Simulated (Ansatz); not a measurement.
Crystal: Te.

```
CELL_PARAMETERS angstrom
2.30590 1.33131 1.69095
-2.30590 1.33131 1.69095
0.00000 -2.66263 1.69095
ATOMIC_POSITIONS crystal
Te 0.50000 0.50000 0.50000
```

This isn't the form of Te at room conditions, which is trigonal, of chains.

| Item | Value |
| --- | --- |
| Program | Ansatz 0.2.0 |
| Task | relaxation of cell and atoms |
| Functional | LDA |
| Potentials or basis | Ansatz PAW |
| Cutoff | 420 eV (not typed: the program's choice for these potentials) |
| k mesh | 9 × 9 × 9 |
| Occupations | fermi-dirac, width 0.05 eV |
| Spin | no spin polarisation |

At the start: volume 31.15 Å³/atom.

**Question.** How do energy, volume and symmetry change on relaxing?

**Answer.** It ends after 7 steps and the volume is 30.75 Å³/atom (-1.3 %); space group R-3m (No. 166, to 0.05 Å).

The path:
| step | energy change (eV) | largest force (eV/Å) | volume (Å³) |
| --- | --- | --- | --- |
| 1 | 0.0000 | 0.0000 | 31.15 |
| 2 | -0.0017 | 0.0000 | 30.26 |
| 3 | -0.0023 | 0.0000 | 30.59 |
| 4 | -0.0023 | 0.0000 | 30.60 |
| 5 | -0.0031 | 0.0000 | 30.76 |
| 6 | -0.0032 | 0.0000 | 30.75 |
| 7 | -0.0031 | 0.0000 | 30.75 |

Final structure:
```
Te
1.0
     2.25489    1.30186    1.74597
    -2.25489    1.30186    1.74597
     0.00000   -2.60373    1.74597
Te
1
Direct
  0.50000 0.50000 0.50000
```

Caveat: the plane-wave basis is chosen anew once the cell has moved, so the energies of steps on either side of that aren't comparable; the PAW data sets come from PBE, with cores solved anew for the run's functional, which leaves a small shift of forces and pressure.
